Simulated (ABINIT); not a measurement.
Crystal: HgTe (Coloradoite).

```
Hg Te
1.0
     0.00000    3.21450    3.21450
     3.21450    0.00000    3.21450
     3.21450    3.21450    0.00000
Hg Te
1 1
Cartesian
  0.0000 0.0000 0.0000
  4.8217 4.8217 4.8217
```

Base run:

- Program: ABINIT 10.8.3 (patched build)
- Functional: LDA
- Potentials or basis: PseudoDojo NC SR LDA v0.4.1 standard
- Cutoff: 952 eV
- k mesh: 5 × 5 × 5
- Occupations: fermi-dirac, width 0.05 eV
- Spin: no spin polarisation

Its results: band gap on the k mesh none (metal or under the smearing width); pressure 0.2 GPa.

Q: The run is repeated on the same cell with these changes: functional from LDA to PBE; potentials or basis from PseudoDojo NC SR LDA v0.4.1 standard to PseudoDojo NC SR PBE v0.4.1 standard. What comes out?

A: Band gap on the k mesh none (metal or under the smearing width); pressure 4.7 GPa.
